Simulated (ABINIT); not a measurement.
# Cu (Fm-3m) in ABINIT: a series of runs

One crystal, Cu, is run at these levels: PBE; tasks: single point.

Everything below comes from runs of ABINIT 10.8.3 (patched build). Logs are shortened: lines on timing, memory, paths and dates and some standing lists are left out, and cuts for length are marked. The log counts tension as positive stress, the text compression.

## 1. The undisturbed crystal

The structure is cubic, space group Fm-3m (No. 225). The conventional cell has a = 3.615 Å, b = 3.615 Å, c = 3.615 Å, α = 90.00°, β = 90.00°, γ = 90.00°. Cu (site symmetry m-3m) is surrounded by 12 Cu at 2.56 Å.

## 2. Single point, PBE, 11.81 Å³/atom (uniaxial strain of 0 %)

Contents of run.abi:

```
# Pseudopotentials
pp_dirpath "./"
pseudos "Cu.GGA_PBE-JTH.xml"

# Structure
acell 3*1.0 Angstrom
rprim
     0.0000000000     1.8075000000     1.8075000000
     1.8075000000     0.0000000000     1.8075000000
     1.8075000000     1.8075000000     0.0000000000
ntypat 1
znucl 29
natom 1
typat 1
xred
     0.0000000000     0.0000000000     0.0000000000

# Plane-wave basis
ecut 26.0
pawecutdg 48.0
pawxcdev 0

# k points
kptopt 1
ngkpt 13 13 13
nshiftk 1
shiftk 0.0 0.0 0.0

# Exchange and correlation
ixc 11

# Bands and occupations
nband 14
occopt 3
tsmear 0.05 eV

# SCF cycle
nstep 100
tolvrs 1.0e-9

# Output
iomode 3
prtwf 0
prtden 0
prteig 0
prtebands 0
enunit 2
```

Potentials or basis: JTH PAW PBE v2.0.

Run with:

```
> abinit run.abi > log 2>&1
```

run.abo:

```text
.Version 10.8.3 of ABINIT
 Symmetries : space group Fm -3 m (#225); Bravais cF (face-center cubic)
================================================================================
 Values of the parameters that define the memory need of the present run
     intxc =       0    ionmov =       0      iscf =      17    lmnmax =      18
     lnmax =       6     mgfft =      24  mpssoang =       3    mqgrid =    3001
     natom =       1  nloc_mem =       2    nspden =       1   nspinor =       1
    nsppol =       1      nsym =      48    n1xccc =       1    ntypat =       1
    occopt =       3   xclevel =       2
       mpw =         531          nfft =       13824          nkpt =          84
 PAW method is used; the additional fine FFT grid is defined by:
   mgfftf=        32    nfftf =     32768
================================================================================
================================================================================

--------------------------------------------------------------------------------
------------- Echo of variables that govern the present computation ------------
--------------------------------------------------------------------------------
 -outvars: echo values of preprocessed input variables --------
            acell      1.8897261259E+00  1.8897261259E+00  1.8897261259E+00 Bohr
              amu      6.35460000E+01
             ecut      2.60000000E+01 Hartree
           enunit           2
                       outvar_i_n : Printing only first  50 k-points.
              ixc          11
                       outvar_i_n : Printing only first  50 k-points.
         kptrlatt       13    0    0      0   13    0      0    0   13
          kptrlen      6.27965122E+01
            natom           1
            nband          14
            ngfft          24      24      24
          ngfftdg          32      32      32
             nkpt          84
            nstep         100
             nsym          48
           ntypat           1
                       prtocc : prtvol=0, do not print more k-points.
           occopt           3
        pawecutdg      4.80000000E+01 Hartree
         pawxcdev           0
           prtden           0
        prtebands           0
           prteig           0
            prtwf           0
            rprim      0.0000000000E+00  1.8075000000E+00  1.8075000000E+00
                       1.8075000000E+00  0.0000000000E+00  1.8075000000E+00
                       1.8075000000E+00  1.8075000000E+00  0.0000000000E+00
          spgroup         225
           tolvrs      1.00000000E-09
           tsmear      1.83746611E-03 Hartree
            typat      1
           useylm           1
                       outvars : Printing only first  50 k-points.
            znucl       29.00000

================================================================================

 chkinp: Checking input parameters for consistency.

================================================================================
== DATASET  1 ==================================================================

--- !DatasetInfo
[... 116 lines left out ...]

 cartesian forces (hartree/bohr) at end:
    1     -0.00000000000000    -0.00000000000000    -0.00000000000000
 frms,max,avg= 0.0000000E+00 0.0000000E+00   0.000E+00  0.000E+00  0.000E+00 h/b

 cartesian forces (eV/Angstrom) at end:
    1     -0.00000000000000    -0.00000000000000    -0.00000000000000
 frms,max,avg= 0.0000000E+00 0.0000000E+00   0.000E+00  0.000E+00  0.000E+00 e/A
 length scales=  1.889726125908  1.889726125908  1.889726125908 bohr
              =  1.000000000000  1.000000000000  1.000000000000 angstroms
 Fermi (or HOMO) energy (hartree) =   0.26724   Average Vxc (hartree)=  -0.44129
 Eigenvalues (hartree) for nkpt=  84  k points:
 kpt#   1, nband= 14, wtk=  0.00046, kpt=  0.0000  0.0000  0.0000 (reduced coord)
  -3.87758   -2.30873   -2.30873   -2.30873   -0.08432    0.15060    0.15060    0.15060
   0.18107    0.18107    1.09961    1.19119    1.19119    1.19119
      occupation numbers for kpt#   1
   2.00000    2.00000    2.00000    2.00000    2.00000    2.00000    2.00000    2.00000
   2.00000    2.00000    0.00000    0.00000    0.00000    0.00000
 prteigrs : prtvol=0 or 1, do not print more k-points.

 Fermi (or HOMO) energy (eV) =   7.27208   Average Vxc (eV)= -12.00822
 Eigenvalues (   eV  ) for nkpt=  84  k points:
 kpt#   1, nband= 14, wtk=  0.00046, kpt=  0.0000  0.0000  0.0000 (reduced coord)
-105.51442  -62.82361  -62.82361  -62.82361   -2.29441    4.09794    4.09794    4.09794
   4.92723    4.92723   29.92198   32.41380   32.41380   32.41380
 prteigrs : prtvol=0 or 1, do not print more k-points.

--- !EnergyTerms
iteration_state     : {dtset: 1, }
comment             : Components of total free energy in Hartree
kinetic             :  1.09643495460435E+01
hartree             :  4.12591977715815E+01
xc                  : -2.74257869473382E+00
Ewald energy        : -1.21142438844008E+02
psp_core            :  8.87095004001797E+00
local_psp           : -1.02920245760155E+02
PAW spherical_terms : -3.22529674798471E+01
internal            : -1.97963733421100E+02
'-kT*entropy'       : -1.00054821407485E-04
total_energy        : -1.97963833475922E+02
total_energy_eV     : -5.38687033544837E+03
...

--- !EnergyTermsDC
iteration_state     : {dtset: 1, }
comment             : '"Double-counting" decomposition of free energy'
band_energy         : -1.99671309298671E+01
Ewald energy        : -1.21142438844008E+02
psp_core            :  8.87095004001797E+00
xc_dc               : -4.04618293653791E+01
PAW spherical_terms : -2.52632827615422E+01
internal            : -1.97963731860778E+02
'-kT*entropy'       : -1.00054821407485E-04
total_energy_dc     : -1.97963831915600E+02
total_energy_dc_eV  : -5.38687029298984E+03
...

--- !EnergyTermsWithPAWCore
iteration_state     : {dtset: 1, }
comment             : 'Components of total free energy, including PAW core contributions'
Total energy        : -1.65498702561552E+03
Total energy DC     : -1.65498702405520E+03
Total energy (eV)   : -4.50344911861112E+04
Total energy DC (eV): -4.50344911436527E+04
...

 Cartesian components of stress tensor (hartree/bohr^3)
  sigma(1 1)= -5.40376388E-05  sigma(3 2)=  0.00000000E+00
  sigma(2 2)= -5.40376388E-05  sigma(3 1)=  0.00000000E+00
  sigma(3 3)= -5.40376388E-05  sigma(2 1)=  0.00000000E+00

-Cartesian components of stress tensor (GPa)         [Pressure=  1.5898E+00 GPa]
- sigma(1 1)= -1.58984222E+00  sigma(3 2)=  0.00000000E+00
- sigma(2 2)= -1.58984222E+00  sigma(3 1)=  0.00000000E+00
- sigma(3 3)= -1.58984222E+00  sigma(2 1)=  0.00000000E+00

== END DATASET(S) ==============================================================
================================================================================

 -outvars: echo values of variables after computation  --------
            acell      1.8897261259E+00  1.8897261259E+00  1.8897261259E+00 Bohr
           etotal     -1.9796383192E+02
            fcart     -0.0000000000E+00 -0.0000000000E+00 -0.0000000000E+00
            rprim      0.0000000000E+00  1.8075000000E+00  1.8075000000E+00
                       1.8075000000E+00  0.0000000000E+00  1.8075000000E+00
                       1.8075000000E+00  1.8075000000E+00  0.0000000000E+00
           strten     -5.4037638831E-05 -5.4037638831E-05 -5.4037638831E-05
                       0.0000000000E+00  0.0000000000E+00  0.0000000000E+00
 Calculation completed.
```

Wall time 20 s (1 thread of Arm Neoverse V2, shared host); peak memory 0.1 GiB.

What came out:

- Free energy: -5386.8703 eV
- Pressure: 1.6 GPa
- Band gap on the k mesh: none (metal or under the smearing width)
- Valence electrons inside the program's atomic spheres: Cu 17.37 (radii [1.0588] Å)

## 3. Single point, PBE, 11.34 Å³/atom (uniaxial strain of -4 %)

run.abi, as its differences from that of step 2:

```diff
@@ -7,4 +7,4 @@
 rprim
-     0.0000000000     1.8075000000     1.8075000000
-     1.8075000000     0.0000000000     1.8075000000
+     0.0000000000     1.8075000000     1.7352000000
+     1.8075000000     0.0000000000     1.7352000000
      1.8075000000     1.8075000000     0.0000000000
@@ -16,2 +16,5 @@
      0.0000000000     0.0000000000     0.0000000000
+chkprim 0
+chksymtnons 0
+tolsym 1.0e-6
```

Potentials or basis: JTH PAW PBE v2.0.

Run with:

```
> abinit run.abi > log 2>&1
```

Run time: 46 s. Hardware: 1 thread of Arm Neoverse V2, shared host; peak memory 0.13 GiB.

Results (log left out):

* Free energy: -5386.8534 eV
* Pressure: 8.4 GPa
* Band gap on the k mesh: none (metal or under the smearing width)
* Valence electrons inside the program's atomic spheres: Cu 17.39 (radii [1.0588] Å)
